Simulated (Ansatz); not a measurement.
**Equation of state of BaO and its gap**

A database entry relaxed whole under r2SCAN (Fm-3m):

```
CELL_PARAMETERS angstrom
0.00000 2.77201 2.77201
2.77201 0.00000 2.77201
2.77201 2.77201 0.00000
ATOMIC_POSITIONS crystal
Ba 0.00000 0.00000 0.00000
O 0.50000 0.50000 0.50000
```

The cell was scaled uniformly, its shape held, and the atoms relaxed at each volume with plane-wave PAW DFT (Ansatz 0.2.0; r2SCAN, 500 eV, 10×10×10 Γ-centred mesh, fermi-dirac occupations of width 0.020 eV; no spin, no spin-orbit coupling). One row is withheld.

```csv
volume (Å³/atom),energy over the lowest (meV/atom),pressure (GPa),gap over mesh and path (eV)
20.022,20.3,5.39,2.150
20.448,8.6,3.38,2.232
20.874,2.1,1.59,2.307
21.300,0.0,-0.01,2.376
21.726,?,?,?
22.152,7.5,-2.72,2.496
22.578,16.3,-3.87,2.549
```

Q: Fit the pressures of the other rows to the third-order Birch-Murnaghan form.

A: With f = [(V₀/V)^(2/3) − 1]/2 and P = 3B₀f(1 + 2f)^(5/2)[1 + 3(B₀′ − 4)f/2], least squares gives V₀ = 21.30 Å³ an atom, B₀ = 75.8 GPa and B₀′ = 4.6; the rows miss the fit by less than 0.01 GPa. The slope of the energies differs from these pressures by less than 0.05 GPa.

Q: How does the gap move with volume?

A: A parabola in ln(V/V₀) through the other rows has the slope dE_g/d ln V = +3.3 eV at V₀, so by B₀ the gap moves by -44 meV a GPa: it narrows under pressure.

Q: What does the withheld row hold?

A: The fit gives -1.44 GPa at 21.726 Å³; the run gave -1.44 GPa and 2.0 meV an atom. Its gap is 2.439 eV, against 2.439 eV from the parabola.

Caveats: the shape of the cell was held; 0 K, fixed nuclei; the symmetry was kept, and this need not be the phase that is stable at 0 K; one mesh for all volumes; r2SCAN gaps lie as a rule under measured ones; the slope of the gap can be off by tens of per cent, more where shallow d levels or spin-orbit coupling act on the edges; pressure is positive in compression.
